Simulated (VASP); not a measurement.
Runs of VASP 6.6.1 on GaP. Symmetry: F-43m, No. 216, cubic system. Conventional cell: a = 5.419 Å, b = 5.419 Å, c = 5.419 Å, α = 90.00°, β = 90.00°, γ = 90.00°. Ga (site symmetry -43m) is surrounded by 4 P at 2.35 Å. P (site symmetry -43m) is surrounded by 4 Ga at 2.35 Å. 

```tsv
task	level	cell	cutoff (eV)	gap on the mesh (eV)	pressure (GPa)	relaxed volume (Å³/atom)
single point	revPBE+D3(BJ)	F-43m, 19.89 Å³/atom	520	1.67	(a)	-
relaxation of cell and atoms	revPBE+D3(BJ)	relaxed	600	1.67	0.0	19.86
single point	PBEsol+D4	F-43m, 19.69 Å³/atom	520	1.46	0.0	-
relaxation of cell and atoms	PBEsol+D4	relaxed	600	1.46	0.0	19.68
```

Alike in all rows: potentials or basis VASP PAW PBE potentials, release 64 (Ga_d, P); no spin polarisation; k mesh 8 × 8 × 8; smearing fermi-dirac 0.05 eV.

Question: Estimate the missing entries.

Answer: (a) -0.1.

Caveats: the PAW data sets were made with another functional, which shifts forces and pressure a little.

A k mesh can miss the band edges, and the runs leave out spin-orbit coupling on Ga.
